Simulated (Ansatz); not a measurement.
**Al: what a guessed cell relaxes into**

Aim: relax a trial structure of Al and see where it ends.

Method: DFT PBE, scalar-relativistic, plane waves, PAW, in Ansatz 0.2.0.

## (1) The structure to begin with

It takes space group P6/mmm (No. 191, hexagonal). The conventional cell has a = 4.316 Å, b = 4.316 Å, c = 2.494 Å, α = 90.00°, β = 90.00°, γ = 120.00°. Al (site symmetry -6m2) is surrounded by 5 Al at 2.49 Å.

As a file:

```cif
data_structure
_symmetry_space_group_name_H-M 'P6/mmm'
_symmetry_Int_Tables_number 191
_cell_length_a 4.3159
_cell_length_b 4.3159
_cell_length_c 2.4938
_cell_angle_alpha 90.000
_cell_angle_beta 90.000
_cell_angle_gamma 120.000
_cell_volume 40.23
loop_
_atom_site_label
_atom_site_type_symbol
_atom_site_symmetry_multiplicity
_atom_site_Wyckoff_symbol
_atom_site_fract_x
_atom_site_fract_y
_atom_site_fract_z
_atom_site_occupancy
Al1 Al 2 d 0.33333 0.66667 0.50000 1
```

A structure generator made this guess: 5-connected net of one element (P6/mmm, No. 191). Its size is a rough estimate.

## (2) The guess as it stands, on a coarse mesh

The input, input.yaml:

```yaml
crystal:
  lattice:
    - [4.31589691, 0.0, 0.0]
    - [-2.15794845, 3.73767636, 0.0]
    - [0.0, 0.0, 2.49382364]
  atoms:
    - { symbol: Al, position: [0.33333333, 0.66666667, 0.5] }
    - { symbol: Al, position: [0.66666667, 0.33333333, 0.5] }
basis:
  ecutwfc: 420
kpoints:
  mp_grid: { grid: [6, 6, 6] }
hamiltonian:
  xc: pbe
scf:
  occupations: { method: gaussian, width: 0.1 }
  lower_state_search: "off"
output:
  forces: true
  stress: true
  eigenvalues: true
```

On the command line:

```console
$ ansatz run input.yaml --threads 1 --pin off --max-ram 2048MiB --backend cpu --events-out ev --progress --plain --runs-dir out
```

Standard output:

```text
[... 29 lines left out ...]
SCF 1 converged in 6 iterations: F = -1073.641573 eV  dr2 = 5.74e-11
SCF converged after 6 iterations
Free energy (F): -1073.641573 eV
Harris-Foulkes:  -1073.641573 eV  (|F-HF|=5.64e-11)
Internal energy: -1073.637280 eV  (E = F + TS)
E sigma→0 (E₀):  -1073.639427 eV
Entropy (-TS):   -0.004293 eV (-2.146 meV/atom)
Fermi energy:    5.665479 eV
--- Per-component energies (eV) ---
  E_band       = 8.903212
  E_kinetic    = 45.708669
  E_local      = -5.649805  (includes V_loc(G=0)·N_el)
  E_nonlocal   = 23.120263
  E_hartree    = 5.435648
  E_xc         = -78.901779
  E_vxc        = -57.030490  (∫ρ·V_xc dr)
  E_paw        = -935.562736  (= ΣΔE_a)
  E_vpaw       = -8.116728  (= ΣTr[D̂ρ^β])
  E_aug_tail   = -0.000004  (compensation charges beyond the density's cutoff)
  E_ewald      = -127.787535
  E_smearing   = -0.004293  (= −TS)
  E_closure    = 0.000000  (closes the sum)
  Σ components = -1073.641573   (vs F -1073.641573, Δ=0.00e0)
--- Forces (eV/Å), atoms counted from 1 ---
  atom   1  Al     0.00000000    -0.00000000    -0.00000000
  atom   2  Al    -0.00000000     0.00000000     0.00000000
  max |Σ_I F_I| component: 1.85e-17 eV/Å
--- Stress (GPa, compression-positive) ---
       12.672629       0.000000       0.000000
        0.000000      12.672629       0.000000
        0.000000       0.000000      14.125413
  P = ⅓ Tr σ = 13.1569 GPa (131.569 kbar)
--- Band table (eV; the first three rows and the last of 28) ---
  k-point 0: bands = ["-4.3970", "4.2295", "4.2295", "5.0816", "7.4360", "7.4360", "10.9220"]
  k-point 1: bands = ["-3.7401", "4.8156", "4.8156", "5.6675", "8.0509", "8.0509", "10.2074"]
  k-point 2: bands = ["-1.7936", "5.6195", "6.5512", "6.5512", "7.2132", "9.8629", "9.8629"]
  k-point 27: bands = ["3.6607", "3.6607", "4.1207", "4.1207", "6.1505", "7.9229", "13.9783"]
```

Wall time 0.7 s (1 thread of Arm Neoverse V2, shared host); peak memory 0.25 GiB.

Read-out: pressure 13.2 GPa, largest force 0.00 eV/Å, gap on this mesh none (metal). A guess like this is first relaxed loosely on the coarse mesh.

## (3) Rough relaxation on the coarse mesh

input.yaml, as its differences from that of step 2:

```diff
@@ -21 +21,6 @@
   eigenvalues: true
+relax:
+  adjacent_minimum: "off"
+  f_tol: 0.04
+  max_steps: 70
+  cell: { stress_tol: 0.4 }
```

On the command line:

```console
$ ansatz run input.yaml --threads 1 --pin off --max-ram 2048MiB --backend cpu --events-out ev --progress --plain --runs-dir out
```

Standard output:

```text
Warning: RAYON_NUM_THREADS=1 ignored (pool sized by the plan → 1); use --threads N
Engine: ansatz 0.2.0, aarch64-unknown-linux-gnu
Pseudopotentials: kind: paw
Pseudopotential: Al, paw, valence charge 3, recommended cutoff 420 eV (normal), Al.paw.azcp
Functional definition: PBE
  parameter kappa = 0.804
  parameter beta = 0.06672455060314922
  exchange = pbe_x(kappa = kappa, mu = beta*pi^2/3)
  correlation = pbe_c(beta = beta)
Crystal: 2 atoms, lattice volume = 40.229 Å³
Basis set: ecut = 420 eV, 771 PW (Γ), exchange–correlation on 60×60×36 points (8 copies of the dense FFT grid, shifted against one another)
Bands: 7, of which v1, the nominal top of the filled ones, is band 3 counted from 1 (2 counted from 0)
Symmetry: 24 space group operations
Space group: P6/mmm (ITA 191), of the structure as read, at distance tolerance 3.4e-5 Å
k-points: 28 of 216
Non-local potential: Al, projectors of the file, l = 0: 2, l = 1: 2, l = 2: 1
PAW form: soft (Blöchl's): semilocal exchange-correlation on the pseudo side does not see the compensation charge
PAW one-centre angular grid: Al, 110 points (default); XC on 64 Gauss nodes
Initial density: superposition of atomic densities (neutral atoms: chi_scale 0, normalization atom), corrected by the library's trained network
Initial wavefunctions: pseudopotential atomic-orbital guess
Functional: x = pbe(κ = 0.804, μ = 0.2195149727645171), c = pbe(β = 0.06672455060314922)
SCF iter   1: F=—  HF=-1073.640646 eV  |F-HF|=—  |Δ(HF+E_count)|=         —  Δρ=1.39e-3  dr2=5.66e-4  ethr=1.77e-3  ⟨swp⟩=5.4  Hψ=1742  notcnv=0
preconditioner: auto → none  [metal: Δε(μ)=0.049 eV  Ē_g=8.158 eV  σ=0.100 eV  W_gap=0.26  n_scr=6 (ndim 8)  ℏωp=14.3 eV  f_vac=0.000  D(μ)=0.85/eV (n_scr^D=6)  sad-step TF]
SCF iter   2: F=—  HF=-1073.641200 eV  |F-HF|=—  |Δ(HF+E_count)|=   5.54e-4  Δρ=8.65e-4  dr2=2.44e-4  ethr=9.44e-6  ⟨swp⟩=1.8  Hψ=453  notcnv=0
SCF iter   3: F=—  HF=-1073.641574 eV  |F-HF|=—  |Δ(HF+E_count)|=   3.74e-4  Δρ=6.79e-5  dr2=3.07e-6  ethr=4.07e-6  ⟨swp⟩=2.3  Hψ=269  notcnv=0
SCF iter   4: F=—  HF=-1073.641573 eV  |F-HF|=—  |Δ(HF+E_count)|=   9.33e-7  Δρ=2.79e-5  dr2=4.86e-7  ethr=5.12e-8  ⟨swp⟩=2.2  Hψ=283  notcnv=0
iter 5 did not close the SCF: its close was put off for the readings that it lacked (scf_convergence_deferred on its scf_iter line)
SCF iter   5: F=-1073.641573 eV  HF=-1073.641573 eV  |F-HF|=6.57e-9  |Δ(HF+E_count)|=   5.41e-8  Δρ=6.83e-6  dr2=2.43e-8  ethr=8.09e-9  ⟨swp⟩=1.8  Hψ=231  notcnv=0
SCF iter   6: F=-1073.641573 eV  HF=-1073.641573 eV  |F-HF|=5.64e-11  |Δ(HF+E_count)|=   1.18e-8  Δρ=3.73e-7  dr2=5.80e-11  ethr=4.05e-10  ⟨swp⟩=2.5  Hψ=728  notcnv=0
SCF 1 converged in 6 iterations: F = -1073.641573 eV  dr2 = 5.80e-11
relax step   1: F+E_penalty+E_count = -1073.64157328 eV  Δ(F+E_penalty+E_count) = +0.000e0 eV  max|allowed force component| = 1.156e-16 eV/Å  Δτ_max = 0.0000 Å  P = +13.157 GPa  Ω = 40.229 Å³  (6 SCF iters, dr2 threshold 1.00e-7 eV, accepted)
Crystal: 2 atoms, lattice volume = 45.828 Å³
Basis set: ecut = 420 eV, 903 PW (Γ), exchange–correlation on 60×60×36 points (8 copies of the dense FFT grid, shifted against one another)
Initial density: handed on by an earlier stage of this run
Initial wavefunctions: those handed on with the density
iter 1 solved again at ethr=1.68e-4 eV; its pass at ethr=3.10e-3 eV (dr2=1.01e-2 eV) is discarded
SCF iter   1: F=—  HF=-1073.922368 eV  |F-HF|=—  |Δ(HF+E_count)|=         —  Δρ=3.68e-3  dr2=9.78e-3  ethr=1.68e-4  ⟨swp⟩=1.0  Hψ=1971  notcnv=0
preconditioner: auto → none  [metal: Δε(μ)=0.022 eV  Ē_g=7.639 eV  σ=0.100 eV  W_gap=0.12  n_scr=6 (ndim 8)  ℏωp=13.4 eV  f_vac=0.000  D(μ)=1.00/eV (n_scr^D=6)]
SCF iter   2: F=—  HF=-1073.919196 eV  |F-HF|=—  |Δ(HF+E_count)|=   3.17e-3  Δρ=1.74e-3  dr2=1.93e-3  ethr=1.63e-4  ⟨swp⟩=1.0  Hψ=196  notcnv=0
SCF iter   3: F=—  HF=-1073.918478 eV  |F-HF|=—  |Δ(HF+E_count)|=   7.18e-4  Δρ=1.22e-4  dr2=7.25e-6  ethr=3.21e-5  ⟨swp⟩=2.0  Hψ=251  notcnv=0
SCF iter   4: F=—  HF=-1073.918470 eV  |F-HF|=—  |Δ(HF+E_count)|=   7.51e-6  Δρ=1.87e-5  dr2=1.36e-7  ethr=3.33e-9  ⟨swp⟩=7.0  Hψ=1310  notcnv=0
SCF iter   5: F=-1073.918471 eV  HF=-1073.918471 eV  |F-HF|=2.20e-10  |Δ(HF+E_count)|=   2.31e-7  Δρ=1.85e-6  dr2=1.77e-9  ethr=2.26e-9  ⟨swp⟩=2.1  Hψ=652  notcnv=0
SCF 2 converged in 5 iterations: F = -1073.918471 eV  dr2 = 1.77e-9
relax step   2: F+E_penalty+E_count = -1073.91847062 eV  Δ(F+E_penalty+E_count) = -2.769e-1 eV  max|allowed force component| = 1.018e-16 eV/Å  Δτ_max = 0.0000 Å  P = +3.635 GPa  Ω = 45.828 Å³  energy of the carried Pulay correction = -1.597e-3 eV  (5 SCF iters, dr2 threshold 2.00e-7 eV, accepted)
Crystal: 2 atoms, lattice volume = 48.372 Å³
Basis set: ecut = 420 eV, 939 PW (Γ), exchange–correlation on 60×60×36 points (8 copies of the dense FFT grid, shifted against one another)
iter 1 solved again at ethr=2.63e-5 eV; its pass at ethr=3.10e-3 eV (dr2=1.58e-3 eV) is discarded
SCF iter   1: F=—  HF=-1073.952226 eV  |F-HF|=—  |Δ(HF+E_count)|=         —  Δρ=1.29e-3  dr2=1.55e-3  ethr=2.63e-5  ⟨swp⟩=1.2  Hψ=1909  notcnv=0
preconditioner: auto → none  [metal: Δε(μ)=0.032 eV  Ē_g=7.427 eV  σ=0.100 eV  W_gap=0.18  n_scr=6 (ndim 8)  ℏωp=13.1 eV  f_vac=0.000  D(μ)=1.30/eV (n_scr^D=6)]
SCF iter   2: F=—  HF=-1073.951625 eV  |F-HF|=—  |Δ(HF+E_count)|=   6.00e-4  Δρ=5.51e-4  dr2=2.35e-4  ethr=2.58e-5  ⟨swp⟩=1.0  Hψ=196  notcnv=0
SCF iter   3: F=—  HF=-1073.951511 eV  |F-HF|=—  |Δ(HF+E_count)|=   1.14e-4  Δρ=6.53e-5  dr2=2.25e-6  ethr=3.92e-6  ⟨swp⟩=1.9  Hψ=261  notcnv=0
SCF iter   4: F=—  HF=-1073.951500 eV  |F-HF|=—  |Δ(HF+E_count)|=   1.07e-5  Δρ=8.21e-6  dr2=2.69e-8  ethr=3.33e-9  ⟨swp⟩=6.3  Hψ=1150  notcnv=0
SCF iter   5: F=-1073.951500 eV  HF=-1073.951500 eV  |F-HF|=1.50e-9  |Δ(HF+E_count)|=   1.98e-8  Δρ=1.44e-6  dr2=1.73e-9  ethr=4.48e-10  ⟨swp⟩=2.0  Hψ=603  notcnv=0
SCF 3 converged in 5 iterations: F = -1073.951500 eV  dr2 = 1.73e-9
relax step   3: F+E_penalty+E_count = -1073.95150022 eV  Δ(F+E_penalty+E_count) = -3.303e-2 eV  max|allowed force component| = 4.626e-17 eV/Å  Δτ_max = 0.0000 Å  P = +0.618 GPa  Ω = 48.372 Å³  energy of the carried Pulay correction = -2.251e-3 eV  (5 SCF iters, dr2 threshold 2.00e-7 eV, accepted)
Crystal: 2 atoms, lattice volume = 49.007 Å³
iter 1 solved again at ethr=1.24e-6 eV; its pass at ethr=3.10e-3 eV (dr2=7.44e-5 eV) is discarded
SCF iter   1: F=—  HF=-1073.952759 eV  |F-HF|=—  |Δ(HF+E_count)|=         —  Δρ=2.92e-4  dr2=7.71e-5  ethr=1.24e-6  ⟨swp⟩=2.0  Hψ=1766  notcnv=0
preconditioner: auto → none  [metal: Δε(μ)=0.129 eV  Ē_g=7.387 eV  σ=0.100 eV  W_gap=0.47  n_scr=6 (ndim 8)  ℏωp=13.0 eV  f_vac=0.000  D(μ)=1.47/eV (n_scr^D=6)]
SCF iter   2: F=—  HF=-1073.952712 eV  |F-HF|=—  |Δ(HF+E_count)|=   4.66e-5  Δρ=1.20e-4  dr2=1.08e-5  ethr=1.24e-6  ⟨swp⟩=1.0  Hψ=199  notcnv=0
SCF iter   3: F=-1073.952705 eV  HF=-1073.952705 eV  |F-HF|=4.42e-8  |Δ(HF+E_count)|=   6.62e-6  Δρ=1.53e-5  dr2=1.25e-7  ethr=3.33e-9  ⟨swp⟩=4.6  Hψ=1091  notcnv=0
SCF 4 converged in 3 iterations: F = -1073.952705 eV  dr2 = 1.25e-7
relax step   4: F+E_penalty+E_count = -1073.95270527 eV  Δ(F+E_penalty+E_count) = -1.205e-3 eV  max|allowed force component| = 1.480e-16 eV/Å  Δτ_max = 0.0000 Å  P = -0.014 GPa  Ω = 49.007 Å³  energy of the carried Pulay correction = -2.407e-3 eV  (3 SCF iters, dr2 threshold 2.00e-7 eV, accepted)
Basis set: ecut = 420 eV, 939 PW (Γ), exchange–correlation on 64×64×36 points (8 copies of the dense FFT grid, shifted against one another)
Initial wavefunctions: pseudopotential atomic-orbital guess (no wavefunctions were taken with the density)
iter 1 solved again at ethr=6.09e-8 eV; its pass at ethr=3.10e-3 eV (dr2=3.65e-6 eV) is discarded
SCF iter   1: F=—  HF=-1073.958369 eV  |F-HF|=—  |Δ(HF+E_count)|=         —  Δρ=1.71e-4  dr2=1.73e-6  ethr=6.09e-8  ⟨swp⟩=3.0  Hψ=2345  notcnv=0
preconditioner: auto → none  [metal: Δε(μ)=0.134 eV  Ē_g=7.387 eV  σ=0.100 eV  W_gap=0.49  n_scr=6 (ndim 8)  ℏωp=13.0 eV  f_vac=0.000  D(μ)=1.47/eV (n_scr^D=6)]
SCF iter   2: F=—  HF=-1073.958423 eV  |F-HF|=—  |Δ(HF+E_count)|=   5.36e-5  Δρ=8.71e-5  dr2=3.93e-7  ethr=2.89e-8  ⟨swp⟩=2.0  Hψ=284  notcnv=0
SCF iter   3: F=—  HF=-1073.958435 eV  |F-HF|=—  |Δ(HF+E_count)|=   1.23e-5  Δρ=7.76e-6  dr2=6.17e-9  ethr=6.55e-9  ⟨swp⟩=2.0  Hψ=284  notcnv=0
SCF iter   4: F=-1073.958435 eV  HF=-1073.958435 eV  |F-HF|=9.16e-10  |Δ(HF+E_count)|=   8.96e-8  Δρ=8.35e-7  dr2=1.54e-10  ethr=2.13e-11  ⟨swp⟩=5.8  Hψ=982  notcnv=0
SCF 5 converged in 4 iterations: F = -1073.958435 eV  dr2 = 1.54e-10
relax step   5: F+E_penalty+E_count = -1073.95843490 eV  Δ(F+E_penalty+E_count) = -5.730e-3 eV  max|allowed force component| = 1.665e-16 eV/Å  Δτ_max = 0.0000 Å  P = +0.120 GPa  Ω = 49.007 Å³  stress off target by 3.16e-1 GPa  SCF on the basis re-selected at this cell (its energy is not comparable with the rows above)  (4 SCF iters)
basis re-selected at this cell: Δ(F+E_penalty+E_count) = -5.730e-3 eV, ΔP = +0.134 GPa vs the last step (what re-selecting the basis moved, of the pressure what is left beyond the Pulay correction that the steps carried, after the strain that the cell walked since its last selection, with what the two solves' SCF thresholds leave and, on support functions, any second-order correction that the steps lacked; it is no measure of the basis error at this ecutwfc). The dense FFT grid was sized anew with the basis: this SCF ran on 32×32×18 points, the steps before it on 30×30×18, so part of this shift can come from that change (see relax.cell in the input reference). This SCF's stress stands 3.16e-1 GPa from its target on what of the cell is left free (relax.cell.stress_tol is 4.00e-1 GPa) and its largest allowed force component is 1.67e-16 eV/Å (relax.f_tol is 4.00e-2 eV/Å): within both
SCF converged after 4 iterations
Free energy (F): -1073.958435 eV
Harris-Foulkes:  -1073.958435 eV  (|F-HF|=9.16e-10)
Internal energy: -1073.951086 eV  (E = F + TS)
E sigma→0 (E₀):  -1073.954760 eV
Entropy (-TS):   -0.007349 eV (-3.675 meV/atom)
Fermi energy:    4.079697 eV
--- Per-component energies (eV) ---
  E_band       = 1.847124
  E_kinetic    = 41.181607
  E_local      = -11.974607  (includes V_loc(G=0)·N_el)
  E_nonlocal   = 21.919134
  E_hartree    = 6.273093
  E_xc         = -76.827974
  E_vxc        = -54.338319  (∫ρ·V_xc dr)
  E_paw        = -934.833113  (= ΣΔE_a)
  E_vpaw       = -7.486887  (= ΣTr[D̂ρ^β])
  E_aug_tail   = -0.000004  (compensation charges beyond the density's cutoff)
  E_ewald      = -119.689222
  E_smearing   = -0.007349  (= −TS)
  E_closure    = 0.000000  (closes the sum)
  Σ components = -1073.958435   (vs F -1073.958435, Δ=0.00e0)
--- Forces (eV/Å), atoms counted from 1 ---
  atom   1  Al    -0.00000000     0.00000000    -0.00000000
  atom   2  Al     0.00000000    -0.00000000     0.00000000
  max |Σ_I F_I| component: 9.25e-18 eV/Å
--- Stress (GPa, compression-positive) ---
        0.022870       0.000000       0.000000
        0.000000       0.022870      -0.000000
        0.000000      -0.000000       0.315591
  P = ⅓ Tr σ = 0.1204 GPa (1.204 kbar)
--- Band table (eV; the first three rows and the last of 28) ---
  k-point 0: bands = ["-4.9081", "2.8880", "2.8880", "2.9037", "5.9759", "5.9759", "9.2269"]
  k-point 1: bands = ["-4.3357", "3.4010", "3.4010", "3.4401", "6.5110", "6.5110", "8.2756"]
  k-point 2: bands = ["-2.6370", "3.9418", "4.8940", "4.8940", "4.9231", "8.0738", "8.0738"]
  k-point 27: bands = ["2.1934", "2.1934", "2.4245", "2.4245", "4.5077", "6.7216", "11.8150"]
--- Relaxed structure (4 steps of the walk, 4 accepted, 1 SCFs on fresh bases) ---
  F+E_penalty+E_count = -1073.95843490 eV   max|allowed force component| = 1.665e-16 eV/Å   (the final SCF, on the basis selected at the relaxed cell)
  cell:  # Å, volume = 49.0070 Å³
    - [4.605068480104974, -3.080168072518852e-9, -7.31882501996838e-27]
    - [-2.302534237384983, 3.988106291477985, 9.476183958387842e-18]
    - [-1.868954786621694e-33, 6.322626486069736e-18, 2.668428651437686]
  atoms:
    - { symbol: Al, position: [0.33333333333333326, 0.6666666666666665, 0.4999999999999999] }
    - { symbol: Al, position: [0.6666666666666665, 0.3333333333333332, 0.4999999999999999] }
```

Run time: 3.7 s. Hardware: 1 thread of Arm Neoverse V2, shared host; peak memory 0.27 GiB.

Step by step:

```csv
step,E - E(step 1) (eV/cell),largest force component (eV/Å),pressure (GPa),volume (Å³)
1,0.0000,0.0000,13.16,40.23
2,-0.2769,0.0000,3.64,45.83
3,-0.3099,0.0000,0.62,48.37
4,-0.3111,0.0000,-0.01,49.01
5,-0.3169,0.0000,0.12,49.01
```

Step 1 is the start. Step 5 repeats the geometry before it on a plane-wave basis chosen anew for that cell, so its energy need not be comparable with the rows above.

|  | before | after | change |
| --- | --- | --- | --- |
| a (Å) | 4.316 | 4.605 | +6.7 % |
| b (Å) | 4.316 | 4.605 | +6.7 % |
| c (Å) | 2.494 | 2.668 | +7.0 % |
| volume (Å³/atom) | 20.11 | 24.50 | +21.8 % |
| shortest distance (Å) | 2.492 | 2.659 | +6.7 % |
| space group (0.01 Å) | P6/mmm | P6/mmm | same |

The run keeps the 24 symmetry operations of the start, so it could not have lowered the symmetry.

[end of part 1 of 2]
